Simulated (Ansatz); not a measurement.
Crystal: Ag.

```
Ag
1.0
     0.00000    2.04275    2.04275
     2.04275    0.00000    2.04275
     2.04275    2.04275    0.00000
Ag
1
Direct
  0.00000 0.00000 0.00000
```

* Program: Ansatz 0.2.0
* Task: relaxation of cell and atoms
* Functional: RPBE
* Potentials or basis: Ansatz PAW
* Cutoff: 420 eV (not typed: the program's choice for these potentials)
* k mesh: 11 × 11 × 11
* Occupations: fermi-dirac, width 0.05 eV
* Spin: no spin polarisation

At the start: volume 17.05 Å³/atom.

Problem. How do energy, volume and symmetry change on relaxing?

Solution. It ends after 6 steps and the volume is 18.67 Å³/atom (+9.5 %); space group Fm-3m (No. 225, to 0.05 Å).

Step by step:
| step | energy change (eV) | largest force (eV/Å) | volume (Å³) |
| --- | --- | --- | --- |
| 1 | 0.0000 | 0.0000 | 17.05 |
| 2 | -0.0291 | 0.0000 | 19.57 |
| 3 | -0.0376 | 0.0000 | 18.85 |
| 4 | -0.0381 | 0.0000 | 18.65 |
| 5 | -0.0381 | 0.0000 | 18.67 |
| 6 | -0.0386 | 0.0000 | 18.67 |

Final structure:
```
CELL_PARAMETERS angstrom
0.00000 2.10571 2.10571
2.10571 0.00000 2.10571
2.10571 2.10571 0.00000
ATOMIC_POSITIONS crystal
Ag 0.00000 0.00000 0.00000
```

Caveat: the plane-wave basis is chosen anew once the cell has moved, so the energies of steps on either side of that aren't comparable; the PAW data sets come from PBE, with cores solved anew for the run's functional, which leaves a small shift of forces and pressure.
